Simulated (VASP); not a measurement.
# CdO (Fm-3m) in VASP: a series of runs, part 2 of 2

VASP 6.6.1.

## 3. Relaxation of cell and atoms, PBE

This run uses another cell than the first one, of 12.97 Å³/atom, 0.985 times its volume.

Input file INCAR:

```
PREC     = Accurate       # precision mode
ENCUT    = 600            # plane-wave cutoff, eV
EDIFF    = 1E-6           # SCF threshold, eV
ISMEAR   = 0              # smearing method
SIGMA    = 0.03           # smearing width, eV
LREAL    = F              # projectors in reciprocal space
LASPH    = T              # aspherical terms in the spheres
NELM     = 80             # most SCF steps
ALGO     = Normal         # electronic algorithm
ISIF     = 3              # what is computed and relaxed
LWAVE    = F              # write WAVECAR
LCHARG   = F              # write CHGCAR
GGA      = PE             # functional
IBRION   = 2              # ionic algorithm
NSW      = 90             # ionic steps
EDIFFG   = -0.01          # ionic threshold
```

Input file KPOINTS:

```
Automatic mesh
0
Gamma
  12 12 12
```

Input file POSCAR:

```
CdO
1.0
    0.0000000000      2.3495000000      2.3495000000
    2.3495000000      0.0000000000      2.3495000000
    2.3495000000      2.3495000000      0.0000000000
Cd O
1 1
Direct
    0.0000000000      0.0000000000      0.0000000000
    0.5000000000      0.5000000000      0.5000000000
```

Potentials or basis: VASP PAW PBE potentials, release 64 (Cd, O).

Launch:

```
$ cat potpaw_PBE.64/Cd/POTCAR potpaw_PBE.64/O/POTCAR > POTCAR
$ mpirun -np 1 vasp_std > vasp.out
```

OUTCAR:

```text
PREC = Accurate
   ENCUT = 600
   EDIFF = 1E-6
   ISMEAR = 0
   LREAL = F
   LASPH = T
   NELM = 80
   ISIF = 3
   GGA = PE
   IBRION = 2
   NSW = 90
   EDIFFG = -0.01

 ion  position               nearest neighbor table
   1  0.000  0.000  0.000-   2 2.35   2 2.35   2 2.35   2 2.35   2 2.35   2 2.35
   2  0.500  0.500  0.500-   1 2.35   1 2.35   1 2.35   1 2.35   1 2.35   1 2.35

  LATTYP: Found a face centered cubic cell.
 ALAT       =     4.6990000000

  Lattice vectors:

 A1 = (   0.0000000000,   2.3495000000,   2.3495000000)
 A2 = (   2.3495000000,   0.0000000000,   2.3495000000)
 A3 = (   2.3495000000,   2.3495000000,   0.0000000000)

Analysis of symmetry for initial positions (statically):
=====================================================================
 Subroutine PRICEL returns:
 Original cell was already a primitive cell.

 Routine SETGRP: Setting up the symmetry group for a
 face centered cubic supercell.

 Subroutine GETGRP returns: Found 48 space group operations
 (whereof 48 operations were pure point group operations)
 out of a pool of 48 trial point group operations.

The static configuration has the point symmetry O_h .

Analysis of symmetry for dynamics (positions and initial velocities):
=====================================================================
 Subroutine PRICEL returns:
 Original cell was already a primitive cell.

 Routine SETGRP: Setting up the symmetry group for a
 face centered cubic supercell.

 Subroutine GETGRP returns: Found 48 space group operations
 (whereof 48 operations were pure point group operations)
 out of a pool of 48 trial point group operations.

The dynamic configuration has the point symmetry O_h .

 Subroutine INISYM returns: Found 48 space group operations
 (whereof 48 operations are pure point group operations),
 and found     1 'primitive' translations

----------------------------------------------------------------------------------------
[... 138 lines left out ...]
  ext. energy  EPLUGINS =         0.00000000
  ---------------------------------------------------
  free energy    TOTEN  =        -7.69798969 eV

  energy without entropy =       -7.69794381  energy(sigma->0) =       -7.69796675

------------------------ aborting loop because EDIFF is reached ----------------------------------------

  FORCE on cell =-STRESS in cart. coord.  units (eV):
  Direction    XX          YY          ZZ          XY          YZ          ZX
  --------------------------------------------------------------------------------------
  -------------------------------------------------------------------------------------
  Total        1.1945800      1.1945800      1.1945800      0.0000000      0.0000000     -0.0000000
  in kB       73.7852359     73.7852359     73.7852359      0.0000000      0.0000000     -0.0000000
  external PRESSURE =      73.7852359 kB  Pullay stress =       0.0000000 kB
[... 59 lines left out ...]
--------------------------------------- Ionic step        3  -------------------------------------------

 number of electron      17.9999994 magnetization

 Free energy of the ion-electron system (eV)
  ---------------------------------------------------
  ext. energy  EPLUGINS =         0.00000000
  ---------------------------------------------------
  free energy    TOTEN  =        -7.72800483 eV

  energy without entropy =       -7.72795770  energy(sigma->0) =       -7.72798126

 E-fermi :   1.5915     XC(G=0): -11.4094

 val. band max:        1.5647344000   @ k =   0.5000   0.0000   0.0000
 cond. band min:       1.8835816181   @ k =   0.0833   0.0000   0.0000
 fundamental gap:      0.3188472181
 Fermi energy:         1.5915318911

 k-point     1 :       0.0000    0.0000    0.0000
  band No.  band energies     occupation
      1     -15.4362      2.00000
      2      -5.0578      2.00000
      3      -5.0578      2.00000
      4      -5.0578      2.00000
      5      -4.7840      2.00000
      6      -4.7840      2.00000
      7       0.4230      2.00000
      8       0.4230      2.00000
      9       0.4230      2.00000
     10       1.0408      2.00000
     11      16.4718      0.00000
     12      18.2408      0.00000
     13      18.2408      0.00000
[... 354 lines left out ...]
  band No.  band energies     occupation
      1     -14.7521      2.00000
      2      -5.6348      2.00000
      3      -5.4252      2.00000
      4      -5.3377      2.00000
      5      -4.5923      2.00000
      6      -4.5696      2.00000
      7      -1.9896      2.00000
      8       0.4577      2.00000
      9       1.3374      2.00000
     10       7.1472      0.00000
     11       8.2168      0.00000
     12      11.6700      0.00000
     13      13.5866      0.00000

 [... further k-points ...]

------------------------ aborting loop because EDIFF is reached ----------------------------------------

  FORCE on cell =-STRESS in cart. coord.  units (eV):
  Direction    XX          YY          ZZ          XY          YZ          ZX
  --------------------------------------------------------------------------------------
  -------------------------------------------------------------------------------------
  Total       -0.0018012     -0.0018012     -0.0018012      0.0000000      0.0000000     -0.0000000
  in kB       -0.1056485     -0.1056485     -0.1056485      0.0000000      0.0000000     -0.0000000
  external PRESSURE =      -0.1056485 kB  Pullay stress =       0.0000000 kB
[... 17 lines left out ...]
  FREE ENERGIE OF THE ION-ELECTRON SYSTEM (eV)
  ---------------------------------------------------
  free  energy   TOTEN  =        -7.7280048327 eV

  energy  without entropy=       -7.7279576960  energy(sigma->0) =       -7.72798126

 reached required accuracy - stopping structural energy minimisation
```

CONTCAR:

```text
CdO
   1.00000000000000
    -0.0000000000000000    2.3903465406728865    2.3903465406728865
     2.3903465406728865    0.0000000000000000    2.3903465406728865
     2.3903465406728865    2.3903465406728865    0.0000000000000000
  Cd              O
     1     1
Direct
     0.0000000000000000    0.0000000000000000    0.0000000000000000
     0.5000000000000000    0.5000000000000000    0.5000000000000000

  0.00000000E+00  0.00000000E+00  0.00000000E+00
  0.00000000E+00  0.00000000E+00  0.00000000E+00
```

It took 39 s on 1 thread of Intel Xeon Platinum 8488C (Sapphire Rapids), shared host; peak memory 0.18 GiB.

What came out:

```
Free energy                            : -7.7280 eV
Relaxed volume                         : 13.66 Å³/atom
Relaxed cell                           : a = 3.380 Å, b = 3.380 Å, c = 3.380 Å, α = 60.00°, β = 60.00°, γ = 60.00°
Space group after relaxing (to 0.05 Å) : Fm-3m (No. 225)
Energy gained by relaxing              : 15.0 meV/atom
Ionic steps                            : 3
Pressure after relaxing                : 0.0 GPa
Band gap on the k mesh                 : none (metal or under the smearing width)
```

Step by step:
```csv
step,energy change (eV),largest force (eV/Å),pressure (GPa),volume (Å³)
1,0.0000,0.0000,7.38,25.94
2,-0.0184,0.0000,-3.87,28.25
3,-0.0300,0.0000,-0.01,27.32
```

Final structure:
```
CELL_PARAMETERS angstrom
0.00000 2.39035 2.39035
2.39035 0.00000 2.39035
2.39035 2.39035 0.00000
ATOMIC_POSITIONS crystal
Cd 0.00000 0.00000 0.00000
O 0.50000 0.50000 0.50000
```

Caveat: this crystal is a semiconductor, whose small gap the functional closes, so the metal is an error of the method. Zero-point motion and thermal expansion aren't in these numbers.

## 4. Relaxation of cell and atoms, PBE

This run uses another cell than the first one, of 13.66 Å³/atom, 1.038 times its volume.

Changes to INCAR since step 3:

```diff
@@ -2,3 +2,3 @@
 ENCUT    = 600            # plane-wave cutoff, eV
-EDIFF    = 1E-6           # SCF threshold, eV
+EDIFF    = 1E-7           # SCF threshold, eV
 ISMEAR   = 0              # smearing method
@@ -15,2 +15,2 @@
 NSW      = 90             # ionic steps
-EDIFFG   = -0.01          # ionic threshold
+EDIFFG   = -0.005         # ionic threshold
```

KPOINTS is that of step 3.

Input file POSCAR:

```
CdO                                     
1.0
   -0.0000000000      2.3903465407      2.3903465407
    2.3903465407      0.0000000000      2.3903465407
    2.3903465407      2.3903465407      0.0000000000
  Cd              O             
     1     1
Direct
     0.0000000000000000    0.0000000000000000    0.0000000000000000
     0.5000000000000000    0.5000000000000000    0.5000000000000000
```

Potentials or basis: VASP PAW PBE potentials, release 64 (Cd, O).

Launch:

```
$ cat potpaw_PBE.64/Cd/POTCAR potpaw_PBE.64/O/POTCAR > POTCAR
$ mpirun -np 1 vasp_std > vasp.out
```

OUTCAR:

```text
PREC = Accurate
   ENCUT = 600
   EDIFF = 1E-7
   ISMEAR = 0
   LREAL = F
   LASPH = T
   NELM = 80
   ISIF = 3
   GGA = PE
   IBRION = 2
   NSW = 90
   EDIFFG = -0.005

 ion  position               nearest neighbor table
   1  0.000  0.000  0.000-   2 2.39   2 2.39   2 2.39   2 2.39   2 2.39   2 2.39
   2  0.500  0.500  0.500-   1 2.39   1 2.39   1 2.39   1 2.39   1 2.39   1 2.39

  LATTYP: Found a face centered cubic cell.
 ALAT       =     4.7806930814

  Lattice vectors:

 A1 = (   0.0000000000,   2.3903465407,   2.3903465407)
 A2 = (   2.3903465407,   0.0000000000,   2.3903465407)
 A3 = (   2.3903465407,   2.3903465407,   0.0000000000)

Analysis of symmetry for initial positions (statically):
=====================================================================
 Subroutine PRICEL returns:
 Original cell was already a primitive cell.

 Routine SETGRP: Setting up the symmetry group for a
 face centered cubic supercell.

 Subroutine GETGRP returns: Found 48 space group operations
 (whereof 48 operations were pure point group operations)
 out of a pool of 48 trial point group operations.

The static configuration has the point symmetry O_h .

Analysis of symmetry for dynamics (positions and initial velocities):
=====================================================================
 Subroutine PRICEL returns:
 Original cell was already a primitive cell.

 Routine SETGRP: Setting up the symmetry group for a
 face centered cubic supercell.

 Subroutine GETGRP returns: Found 48 space group operations
 (whereof 48 operations were pure point group operations)
 out of a pool of 48 trial point group operations.

The dynamic configuration has the point symmetry O_h .

 Subroutine INISYM returns: Found 48 space group operations
 (whereof 48 operations are pure point group operations),
 and found     1 'primitive' translations

----------------------------------------------------------------------------------------

                                     Primitive cell

[... 122 lines left out ...]
 non-spin polarized calculation
 Gauss-broadening in eV      SIGMA  =   0.03
  energy-cutoff  :      600.00
  volume of cell :       27.32
 maximum number of plane-waves:       941
   NGX = 13   NGY = 13   NGZ = 13

 number of electron      17.9999994 magnetization

 Free energy of the ion-electron system (eV)
  ---------------------------------------------------
  ext. energy  EPLUGINS =         0.00000000
  ---------------------------------------------------
  free energy    TOTEN  =        -7.73052710 eV

  energy without entropy =       -7.73047995  energy(sigma->0) =       -7.73050352

 E-fermi :   1.5909     XC(G=0): -11.4092

 val. band max:        1.5640504183   @ k =   0.5000   0.0000   0.0000
 cond. band min:       1.8832906031   @ k =   0.0833   0.0000   0.0000
 fundamental gap:      0.3192401848
 Fermi energy:         1.5908519939

 k-point     1 :       0.0000    0.0000    0.0000
  band No.  band energies     occupation
      1     -15.4365      2.00000
      2      -5.0581      2.00000
      3      -5.0581      2.00000
      4      -5.0581      2.00000
      5      -4.7843      2.00000
      6      -4.7843      2.00000
      7       0.4222      2.00000
      8       0.4222      2.00000
      9       0.4222      2.00000
     10       1.0408      2.00000
     11      16.4716      0.00000
     12      18.2408      0.00000
     13      18.2408      0.00000
[... 354 lines left out ...]
  band No.  band energies     occupation
      1     -14.7526      2.00000
      2      -5.6351      2.00000
      3      -5.4255      2.00000
      4      -5.3380      2.00000
      5      -4.5926      2.00000
      6      -4.5700      2.00000
      7      -1.9900      2.00000
      8       0.4571      2.00000
      9       1.3367      2.00000
     10       7.1470      0.00000
     11       8.2167      0.00000
     12      11.6700      0.00000
     13      13.5868      0.00000

 [... further k-points ...]

------------------------ aborting loop because EDIFF is reached ----------------------------------------

  FORCE on cell =-STRESS in cart. coord.  units (eV):
  Direction    XX          YY          ZZ          XY          YZ          ZX
  --------------------------------------------------------------------------------------
  -------------------------------------------------------------------------------------
  Total       -0.0088517     -0.0088517     -0.0088517      0.0000000     -0.0000000      0.0000000
  in kB       -0.5191889     -0.5191889     -0.5191889      0.0000000     -0.0000000      0.0000000
  external PRESSURE =      -0.5191889 kB  Pullay stress =       0.0000000 kB

 VOLUME and BASIS-vectors are now :
 -----------------------------------------------------------------------------
  energy-cutoff  :      600.00
  volume of cell :       27.32
      direct lattice vectors                 reciprocal lattice vectors
     0.000000000  2.390346541  2.390346541    -0.209174691  0.209174691  0.209174691
     2.390346541  0.000000000  2.390346541     0.209174691 -0.209174691  0.209174691
     2.390346541  2.390346541  0.000000000     0.209174691  0.209174691 -0.209174691

 POSITION                                       TOTAL-FORCE (eV/Angst)
 -----------------------------------------------------------------------------------
      0.00000      0.00000      0.00000         0.000000      0.000000      0.000000
      2.39035      2.39035      2.39035        -0.000000     -0.000000     -0.000000
 -----------------------------------------------------------------------------------
    total drift:                                0.000000      0.000000      0.000000

  FREE ENERGIE OF THE ION-ELECTRON SYSTEM (eV)
  ---------------------------------------------------
  free  energy   TOTEN  =        -7.7305270961 eV

  energy  without entropy=       -7.7304799517  energy(sigma->0) =       -7.73050352

 reached required accuracy - stopping structural energy minimisation
```

CONTCAR:

```text
CdO
   1.00000000000000
     0.0000000000000000    2.3903465407000000    2.3903465407000000
     2.3903465407000000    0.0000000000000000    2.3903465407000000
     2.3903465407000000    2.3903465407000000    0.0000000000000000
  Cd              O
     1     1
Direct
     0.0000000000000000    0.0000000000000000    0.0000000000000000
     0.5000000000000000    0.5000000000000000    0.5000000000000000

  0.00000000E+00  0.00000000E+00  0.00000000E+00
  0.00000000E+00  0.00000000E+00  0.00000000E+00
```

It took 19 s on 1 thread of Intel Xeon Platinum 8488C (Sapphire Rapids), shared host; peak memory 0.17 GiB.

Results:

* Free energy: -7.7305 eV
* Pressure after relaxing: -0.1 GPa
* Band gap on the k mesh: none (metal or under the smearing width)

Final structure:
```xyz
2
Lattice="0.0000 2.3903 2.3903 2.3903 0.0000 2.3903 2.3903 2.3903 0.0000" Properties=species:S:1:pos:R:3 pbc="T T T"
Cd    0.0000    0.0000    0.0000
O     2.3903    2.3903    2.3903
```

Caveat: the relaxation stopped at its first step, so nothing moved; this crystal is a semiconductor, whose small gap the functional closes, so the metal is an error of the method.
